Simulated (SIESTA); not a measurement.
MnO2:

```xyz
6
Lattice="4.4004 0.0000 0.0000 0.0000 4.4004 0.0000 0.0000 0.0000 2.8671" Properties=species:S:1:pos:R:3 pbc="T T T"
Mn    2.2002    2.2002    1.4335
Mn    0.0000    0.0000    0.0000
O     3.5420    0.8585    1.4335
O     3.0587    3.0587    0.0000
O     0.8585    3.5420    1.4335
O     1.3418    1.3418    0.0000
```

The cell is a database's computed one.

Program: SIESTA 5.4.2. Alike in all runs: task density of states; potentials or basis PseudoDojo 0.4 standard (PBEsol files), DZP (energy shift 0.003 Ry; two zetas on semicore shells); spin collinear, ferromagnetic start; cell as given; k mesh 4 × 4 × 7; smearing fermi-dirac 0.05 eV; grid cutoff 800 Ry; energy shift 0.003 Ry.

Task: Order these runs on this cell by their pressure, lowest first.
A. level PBEsol+U; U Mn d U = 2 eV
B. level PBEsol+U; U Mn d U = 6 eV
C. level PBEsol
D. level PBEsol+U; U Mn d U = 4 eV

Result: C (-0.3 GPa), A (2.9 GPa), D (8.0 GPa), B (15.8 GPa).

Caveats: short orbitals over semicore shells can move pressures by several GPa; the basis of atomic orbitals isn't converged, which shifts pressures, moduli and gaps; only a ferromagnetic start was run, and an antiferromagnetic order may lie lower in energy; semilocal functionals often make such compounds metallic where correlation or magnetic order opens a gap, which also shifts bond lengths (some runs).

Not every run made on this cell is shown here.
